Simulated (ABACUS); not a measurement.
# In under changes of volume

One of the cells (26.686 Å³/atom); the others are scaled copies at fixed shape and fractional positions:

```xyz
1
Lattice="-1.8825 1.8825 1.8825 1.8825 -1.8825 1.8825 1.8825 1.8825 -1.8825" Properties=species:S:1:pos:R:3 pbc="T T T"
In    0.0000    0.0000    0.0000
```

This isn't the form of In at room conditions, which is tetragonal.

```yaml
Program: ABACUS 3.10.1
Functional: PBE
Potentials_or_basis: PseudoDojo NC SR 0.4.1 PBE standard
Cutoff: 1361 eV
Density_cutoff: 5442 eV
Basis: DZP LCAO (the cutoffs set its grid)
k_mesh: 10 × 10 × 10
Occupations: fermi-dirac, width 0.05 eV
Spin: no spin polarisation
```

```tsv
volume (Å³/atom)	energy over the lowest point (meV/atom)	pressure (GPa)
25.085	46.99	5.2
25.618	31.85	4.0
26.152	20.30	3.1
26.686	?	?
27.220	5.63	1.5
27.753	1.86	0.8
28.287	0.00	0.3
```

Task: What does the run at 26.686 Å³/atom give?

Result: Energy over the lowest point 11.78 meV/atom; pressure 2.2 GPa.

Worked out: A Birch-Murnaghan fit of order 3 (a polynomial in V^(-2/3)) to the other rows has its minimum at 28.63 Å³/atom, just outside them, with B0 = V·E''(V) = 24 GPa (rough, since the energies scatter). It gives 11.65 meV/atom at 26.686 Å³/atom, against the run's 11.78, and -dE/dV = 2.2 GPa, against 2.2.

Energies are extrapolated to zero smearing.

Caveats: the atomic orbitals were generated for these runs and aren't a published set; the basis of atomic orbitals isn't converged, which shifts pressures, moduli and gaps.
